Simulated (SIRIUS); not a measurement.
# Sr (Fm-3m) in SIRIUS: equation of state

How stiff is Sr in PBE, and what volume does it want? The cell is scaled to several volumes.

All numbers are computed with SIRIUS 7.10.0; they aren't measurements. Logs are shortened: lines on timing, memory, paths and dates and some standing lists are left out, and cuts for length are marked. The log counts tension as positive stress, the text compression.

## Step 1: Starting point

The structure is cubic, space group Fm-3m (No. 225). Conventional cell: a = 6.085 Å, b = 6.085 Å, c = 6.085 Å, α = 90.00°, β = 90.00°, γ = 90.00°. Sr (site symmetry m-3m) is surrounded by 12 Sr at 4.30 Å.

## Step 2: Single point, PBE, 52.94 Å³/atom (volume scaled by 0.94)

sirius.json

```json
{
  "control": {
    "processing_unit": "cpu",
    "verbosity": 2,
    "num_bands_to_print": 11,
    "print_forces": true,
    "print_stress": true
  },
  "parameters": {
    "electronic_structure_method": "pseudopotential",
    "xc_functionals": ["XC_GGA_X_PBE", "XC_GGA_C_PBE"],
    "gk_cutoff": 8.3,
    "pw_cutoff": 16.6,
    "ngridk": [8, 8, 8],
    "shiftk": [0, 0, 0],
    "smearing": "fermi_dirac",
    "smearing_width": 0.0018374661,
    "num_bands": 11,
    "num_mag_dims": 0,
    "num_dft_iter": 100,
    "energy_tol": 1e-08,
    "density_tol": 1e-06
  },
  "iterative_solver": {
    "type": "davidson",
    "min_tolerance": 1e-10
  },
  "mixer": {
    "type": "anderson",
    "beta": 0.7,
    "max_history": 8
  },
  "settings": {
    "tol_ne": 1e-10
  },
  "unit_cell": {
    "lattice_vectors": [
      [0.0, 5.631844562646, 5.631844562646],
      [5.631844562646, 0.0, 5.631844562646],
      [5.631844562646, 5.631844562646, 0.0]
    ],
    "atom_coordinate_units": "lattice",
    "atom_types": ["Sr"],
    "atom_files": {
      "Sr": "Sr.json"
    },
    "atoms": {
      "Sr": [
        [0.0, 0.0, 0.0]
      ]
    }
  }
}
```

Potentials or basis: PseudoDojo 0.4.1 PBE standard (scalar relativistic).

Started as:

```bash
upf_to_json Sr.upf
OMP_NUM_THREADS=1 sirius.scf --input=sirius.json --output=out.json --task=0
```

The log of the run:

```text
[info] SIRIUS version : 7.10.0
[info] number of MPI ranks           : 1
[info] MPI grid                      : 1 1
[info] maximum number of OMP threads : 1
[fft] FFT context for density and potential
[fft] =====================================
[fft]   comm size                             : 1
[fft]   plane wave cutoff                     : 16.6
[fft]   grid size                             : 45 45 45   total : 91125
[fft]   grid limits                           : -22 22   -22 22   -22 22
[fft]   number of G-vectors within the cutoff : 13791
[fft]   local number of G-vectors             : 13791
[fft]   number of G-shells                    : 755
[fft] FFT context for coarse grid
[fft] =====================================
[fft]   comm size                             : 1
[fft]   plane wave cutoff                     : 16.6
[fft]   grid size                             : 45 45 45   total : 91125
[fft]   grid limits                           : -22 22   -22 22   -22 22
[fft]   number of G-vectors within the cutoff : 13791
[fft]   local number of G-vectors             : 13791
[fft]   number of G-shells                    : 755
[unit cell] lattice vectors
[unit cell]   a1 :       0.0000000000      5.6318445626      5.6318445626
[unit cell]   a2 :       5.6318445626      0.0000000000      5.6318445626
[unit cell]   a3 :       5.6318445626      5.6318445626      0.0000000000
[unit cell] reciprocal lattice vectors
[unit cell]   b1 :      -0.5578265910      0.5578265910      0.5578265910
[unit cell]   b2 :       0.5578265910     -0.5578265910      0.5578265910
[unit cell]   b3 :       0.5578265910      0.5578265910     -0.5578265910
[unit cell] unit cell volume :       357.25801045 [a.u.^3]
[unit cell] 1/sqrt(omega)    :         0.05290650
[unit cell] MT volume        :         0.00000000 ( 0.00%)
[unit cell] IT volume        :       357.25801045 (100.00%)
[unit cell] number of atom types : 1
[unit cell] type id : 0 symbol : Sr mt_radius :  18.330000 num_atoms : 1
[unit cell] total number of atoms : 1
[unit cell] number of symmetry classes : 1
[unit cell] number of PAW atoms : 0
[unit cell] atom id  type id  class id             position                      vector_field
[unit cell] ------------------------------------------------------------------------------------------
[unit cell]      0        0        0      0.00000   0.00000   0.00000      0.00000   0.00000   0.00000
[unit cell] atom id         position (Cartesian, a.u.)
[unit cell] ---------------------------------------------
[unit cell]      0       0.000000    0.000000    0.000000
[unit cell] class id : 0 atom id : 0
[unit cell] minimum bond length:     7.964631
[unit cell] total number of pseudo wave-functions: 5
[sym] space group number   : 225
[sym] international symbol : Fm-3m
[sym] Hall symbol          : -F 4 2 3
[sym] space group transformation matrix :
[sym]   0.0000  0.5000  0.5000
[sym]   0.5000  0.0000  0.5000
[sym]   0.5000  0.5000  0.0000
[sym] space group origin shift :
[sym]   0.0000  0.0000  0.0000
[sym] number of space group operations  : 48
[sym] number of magnetic group operations : 48
[sym] metric tensor error: 0.0000e+00
[sym] rotation matrix error: 8.5909e-17
[sym] symmetry operations
[... list of symmetry operations ...]
[atom type] label          : Sr
[atom type] --------------------------------------------------------------------------------
[atom type] symbol         : Sr
[atom type] name           :
[... 177 lines left out ...]
[find] Free energy (E-TS)             :     -34.23384820 (Ha),     -68.46769640 (Ry)
[find] band gap (eV)                  :       0.00000000
[find] Efermi                         :       0.19788315
[find] iteration : 3, RMS : 1.032693926917e-05, energy difference : -2.751275502533e-06
[find] Hartree energy of density residual : 4.910147794607e-09
[find] | SCF iteration   4 out of 100|
[diagonalize] iterative solver tolerance (occupied, empty): 1.03269e-06 1.03269e-06
[... 73 lines left out ...]
[find] Total energy                   :     -34.23359062 (Ha),     -68.46718123 (Ry)
[find] Free energy (E-TS)             :     -34.23384919 (Ha),     -68.46769838 (Ry)
[find] band gap (eV)                  :       0.00000000
[find] Efermi                         :       0.19787553
[find] iteration : 12, RMS : 2.591297644105e-08, energy difference : -3.092992528764e-11
[find] Hartree energy of density residual : 2.565605386356e-14
[find] | SCF iteration  13 out of 100|
[diagonalize] iterative solver tolerance (occupied, empty): 2.54303e-10 2.54303e-10
[diagonalize] average number of iterations: 2.2069
[find] Total energy                   :     -34.23359062 (Ha),     -68.46718123 (Ry)
[find] Free energy (E-TS)             :     -34.23384919 (Ha),     -68.46769838 (Ry)
[find] band gap (eV)                  :       0.00000000
[find] Efermi                         :       0.19787549
[find] iteration : 13, RMS : 7.660241462679e-09, energy difference : -4.497735517361e-12
[find] Hartree energy of density residual : 2.076158205813e-14
[find] bands are converged : false
[find] iterative solver converged : false
[find] +------------------------------+
[find] | SCF iteration  14 out of 100|
[find] +------------------------------+
[diagonalize] iterative solver tolerance (occupied, empty): 1.27152e-10 1.27152e-10
[diagonalize] average number of iterations: 1.86207
[diagonalize] Lowest band energies
[diagonalize] ik:    0   -1.143915   -0.477938   -0.477938   -0.477938    0.062410    0.286506    0.286506    0.286506    0.342711    0.342711    0.460107
[diagonalize] ik:    1   -1.143826   -0.479181   -0.478103   -0.478103    0.071899    0.272529    0.290561    0.290561    0.337481    0.337481    0.481631
[diagonalize] ik:    2   -1.143609   -0.482130   -0.478501   -0.478501    0.098138    0.245513    0.292195    0.292195    0.340472    0.340472    0.452107
[diagonalize] ik:    3   -1.143393   -0.485011   -0.478897   -0.478897    0.133568    0.219121    0.284379    0.284379    0.365139    0.365139    0.423735
[diagonalize] ik:    4   -1.143303   -0.486186   -0.479060   -0.479060    0.156757    0.202432    0.280364    0.280364    0.382744    0.382744    0.413801
[diagonalize] ...
[diagonalize] ik:   24   -1.143202   -0.484466   -0.481163   -0.480325    0.162797    0.219620    0.239470    0.323170    0.351128    0.393167    0.417743
[diagonalize] ik:   25   -1.143130   -0.484288   -0.482376   -0.480512    0.191716    0.210584    0.231652    0.305074    0.364322    0.395897    0.403248
[diagonalize] ik:   26   -1.143160   -0.483850   -0.482765   -0.480090    0.186068    0.220242    0.224692    0.303837    0.361126    0.372241    0.436997
[diagonalize] ik:   27   -1.143101   -0.485002   -0.481637   -0.480974    0.184307    0.213476    0.234124    0.322970    0.394556    0.400655    0.402998
[diagonalize] ik:   28   -1.143100   -0.483329   -0.483329   -0.481017    0.200117    0.222523    0.222523    0.284395    0.394660    0.404177    0.407562
[find] Charges and magnetic moments
[find] --------------------------------------------------------------------------------
[find] total charge          : 10.000000
[find] Energy
[find] --------------------------------------------------------------------------------
[find] valence_eval_sum               :      -4.86983013
[find] <rho|V^{XC}>                   :      -6.10145882
[find] <rho|E^{XC}>                   :      -8.31916536
[find] <mag|B^{XC}>                   :       0.00000000
[find] <rho|V^{H}>                    :      13.58730792
[find] one-electron contribution      :     -12.35567923 (Ha),     -24.71135846 (Ry)
[find] hartree contribution           :       6.79365396
[find] xc contribution                :      -8.31916536
[find] ewald contribution             :     -20.35239975
[find] PAW contribution               :       0.00000000
[find] smearing (-TS)                 :      -0.00025857
[find] SCF correction                 :      -0.00000024
[find] Total energy                   :     -34.23359062 (Ha),     -68.46718123 (Ry)
[find] Free energy (E-TS)             :     -34.23384919 (Ha),     -68.46769838 (Ry)
[find] band gap (eV)                  :       0.00000000
[find] Efermi                         :       0.19787550
[find] iteration : 14, RMS : 7.041683252386e-09, energy difference : 1.601563326403e-11
[find] Hartree energy of density residual : 1.426405987614e-14
[find] bands are converged : false
[find] iterative solver converged : true
[find] converged after 15 SCF iterations!
[find] Charges and magnetic moments
[find] --------------------------------------------------------------------------------
[find] total charge          : 10.000000
[find] Energy
[find] --------------------------------------------------------------------------------
[find] valence_eval_sum               :      -4.86983013
[find] <rho|V^{XC}>                   :      -6.10145882
[find] <rho|E^{XC}>                   :      -8.31916536
[find] <mag|B^{XC}>                   :       0.00000000
[find] <rho|V^{H}>                    :      13.58730792
[find] one-electron contribution      :     -12.35567923 (Ha),     -24.71135846 (Ry)
[find] hartree contribution           :       6.79365396
[find] xc contribution                :      -8.31916536
[find] ewald contribution             :     -20.35239975
[find] PAW contribution               :       0.00000000
[find] smearing (-TS)                 :      -0.00025857
[find] SCF correction                 :      -0.00000024
[find] Total energy                   :     -34.23359062 (Ha),     -68.46718123 (Ry)
[find] Free energy (E-TS)             :     -34.23384919 (Ha),     -68.46769838 (Ry)
[find] band gap (eV)                  :       0.00000000
[find] Efermi                         :       0.19787550
[ground_state] === stress tensor components [kbar] ===
[ground_state] === stress_kin ===
[ground_state] -4995.152100   -0.000000    0.000000
[ground_state]    -0.000000-4995.152100    0.000000
[ground_state]     0.000000    0.000000-4995.152100
[ground_state] === stress_har ===
[ground_state] -1864.909656   -0.000000    0.000000
[ground_state]    -0.000000-1864.909656    0.000000
[ground_state]     0.000000    0.000000-1864.909656
[ground_state] === stress_ewald ===
[ground_state]  5586.888445    0.000000   -0.000000
[ground_state]     0.000000 5586.888445   -0.000000
[ground_state]    -0.000000   -0.000000 5586.888445
[ground_state] === stress_vloc ===
[ground_state]  5534.275921    0.000000   -0.000000
[ground_state]     0.000000 5534.275921   -0.000000
[ground_state]    -0.000000   -0.000000 5534.275921
[ground_state] === stress_xc ===
[ground_state] -1745.269603   -0.000000    0.000000
[ground_state]    -0.000000-1745.269603    0.000000
[ground_state]     0.000000    0.000000-1745.269603
[ground_state] === stress_core ===
[ground_state]  3416.303724    0.000000   -0.000000
[ground_state]     0.000000 3416.303724   -0.000000
[ground_state]    -0.000000   -0.000000 3416.303724
[ground_state] === stress_nonloc ===
[ground_state] -5936.139536   -0.000000   -0.000000
[ground_state]    -0.000000-5936.139536    0.000000
[ground_state]    -0.000000    0.000000-5936.139536
[ground_state] === stress_us_nl ===
[ground_state] -5936.139536   -0.000000   -0.000000
[ground_state]    -0.000000-5936.139536    0.000000
[ground_state]    -0.000000    0.000000-5936.139536
[ground_state] === stress_total ===
[ground_state]    -4.002806    0.000000   -0.000000
[ground_state]     0.000000   -4.002806   -0.000000
[ground_state]    -0.000000   -0.000000   -4.002806
[ground_state] ==== total Forces in Ha/bohr =====
[ground_state] atom:    0, force:       0.0000000      0.0000000      0.0000000
[ground_state] ==== ultrasoft contribution from Qij =====
[ground_state] atom:    0, force:       0.0000000      0.0000000      0.0000000
[ground_state] ==== non-local contribution from Beta-projector =====
[ground_state] atom:    0, force:       0.0000000      0.0000000      0.0000000
[ground_state] ==== contribution from local potential =====
[ground_state] atom:    0, force:       0.0000000      0.0000000      0.0000000
[ground_state] ==== contribution from core density =====
[ground_state] atom:    0, force:       0.0000000      0.0000000      0.0000000
[ground_state] ==== Ewald forces from ions =====
[ground_state] atom:    0, force:       0.0000000      0.0000000      0.0000000
[~DFT_ground_state] local op. applied: 11272
[~DFT_ground_state] evp. work count: 3974.02
[~DFT_ground_state] number of iterative solver steps: 1301
```

It took 32 s on 1 thread of Arm Neoverse V1, shared host; peak memory 0.3 GiB.

What came out:

| Item | Value |
| --- | --- |
| Free energy | -931.5505 eV |
| Pressure | 0.4 GPa |
| Band gap on the k mesh | none (metal or under the smearing width) |

## Step 3: Single point, PBE, 54.07 Å³/atom (volume scaled by 0.96)

Changes to sirius.json since step 2:

```diff
@@ -37,5 +37,5 @@
     "lattice_vectors": [
-      [0.0, 5.631844562646, 5.631844562646],
-      [5.631844562646, 0.0, 5.631844562646],
-      [5.631844562646, 5.631844562646, 0.0]
+      [0.0, 5.671506746443, 5.671506746443],
+      [5.671506746443, 0.0, 5.671506746443],
+      [5.671506746443, 5.671506746443, 0.0]
     ],
```

Potentials or basis: PseudoDojo 0.4.1 PBE standard (scalar relativistic).

Started as:

```bash
upf_to_json Sr.upf
OMP_NUM_THREADS=1 sirius.scf --input=sirius.json --output=out.json --task=0
```

Wall time 32 s (1 thread of Arm Neoverse V1, shared host); peak memory 0.31 GiB.

The run converged. Its results:

```yaml
Free_energy: -931.5524 eV
Pressure: 0.1 GPa
Band_gap_on_the_k_mesh: none (metal or under the smearing width)
```

## Step 4: Single point, PBE, 55.19 Å³/atom (volume scaled by 0.98)

Changes to sirius.json since step 3:

```diff
@@ -37,5 +37,5 @@
     "lattice_vectors": [
-      [0.0, 5.671506746443, 5.671506746443],
-      [5.671506746443, 0.0, 5.671506746443],
-      [5.671506746443, 5.671506746443, 0.0]
+      [0.0, 5.710621822212, 5.710621822212],
+      [5.710621822212, 0.0, 5.710621822212],
+      [5.710621822212, 5.710621822212, 0.0]
     ],
```

Started as:

```bash
upf_to_json Sr.upf
OMP_NUM_THREADS=1 sirius.scf --input=sirius.json --output=out.json --task=0
```

Run time: 31 s. Hardware: 1 thread of Arm Neoverse V1, shared host; peak memory 0.31 GiB.

The run converged. Its results:

- Free energy: -931.5525 eV
- Pressure: -0.1 GPa
- Band gap on the k mesh: none (metal or under the smearing width)

## Step 5: Single point, PBE, 57.45 Å³/atom (volume scaled by 1.02)

Changes to sirius.json since step 4:

```diff
@@ -37,5 +37,5 @@
     "lattice_vectors": [
-      [0.0, 5.710621822212, 5.710621822212],
-      [5.710621822212, 0.0, 5.710621822212],
-      [5.710621822212, 5.710621822212, 0.0]
+      [0.0, 5.787283611806, 5.787283611806],
+      [5.787283611806, 0.0, 5.787283611806],
+      [5.787283611806, 5.787283611806, 0.0]
     ],
```

Started as:

```bash
upf_to_json Sr.upf
OMP_NUM_THREADS=1 sirius.scf --input=sirius.json --output=out.json --task=0
```

It took 31 s on 1 thread of Arm Neoverse V1, shared host; peak memory 0.32 GiB.

Results (log left out):

```yaml
Free_energy: -931.5479 eV
Pressure: -0.5 GPa
Band_gap_on_the_k_mesh: none (metal or under the smearing width)
```

## Step 6: Single point, PBE, 58.57 Å³/atom (volume scaled by 1.04)

Changes to sirius.json since step 5:

```diff
@@ -37,5 +37,5 @@
     "lattice_vectors": [
-      [0.0, 5.787283611806, 5.787283611806],
-      [5.787283611806, 0.0, 5.787283611806],
-      [5.787283611806, 5.787283611806, 0.0]
+      [0.0, 5.824864428572, 5.824864428572],
+      [5.824864428572, 0.0, 5.824864428572],
+      [5.824864428572, 5.824864428572, 0.0]
     ],
```

Potentials or basis: PseudoDojo 0.4.1 PBE standard (scalar relativistic).

Started as:

```bash
upf_to_json Sr.upf
OMP_NUM_THREADS=1 sirius.scf --input=sirius.json --output=out.json --task=0
```

It took 32 s on 1 thread of Arm Neoverse V1, shared host; peak memory 0.32 GiB.

The run converged. Its results:

| Item | Value |
| --- | --- |
| Free energy | -931.5436 eV |
| Pressure | -0.7 GPa |
| Band gap on the k mesh | none (metal or under the smearing width) |

## Step 7: Single point, PBE, 59.70 Å³/atom (volume scaled by 1.06)

Changes to sirius.json since step 6:

```diff
@@ -37,5 +37,5 @@
     "lattice_vectors": [
-      [0.0, 5.824864428572, 5.824864428572],
-      [5.824864428572, 0.0, 5.824864428572],
-      [5.824864428572, 5.824864428572, 0.0]
+      [0.0, 5.861966476233, 5.861966476233],
+      [5.861966476233, 0.0, 5.861966476233],
+      [5.861966476233, 5.861966476233, 0.0]
     ],
```

Started as:

```bash
upf_to_json Sr.upf
OMP_NUM_THREADS=1 sirius.scf --input=sirius.json --output=out.json --task=0
```

It took 33 s on 1 thread of Arm Neoverse V1, shared host; peak memory 0.33 GiB.

The run converged. Its results:

* Free energy: -931.5380 eV
* Pressure: -0.9 GPa
* Band gap on the k mesh: none (metal or under the smearing width)

## Step 8: Equation of state, PBE

Potentials or basis: PseudoDojo 0.4.1 PBE standard (scalar relativistic).

This step only gathers the single runs of the series.

Results:

```
Equilibrium volume                      : 54.69 Å³/atom
Bulk modulus                            : 11.7 GPa
Pressure derivative of the bulk modulus : 3.4
```

Energy against volume, from the lowest point:
| volume (Å³/atom) | energy (meV/atom) |
| --- | --- |
| 52.940 | 1.99 |
| 54.067 | 0.10 |
| 55.193 | 0.00 |
| 56.319 | 1.53 |
| 57.446 | 4.54 |
| 58.572 | 8.91 |
| 59.698 | 14.52 |
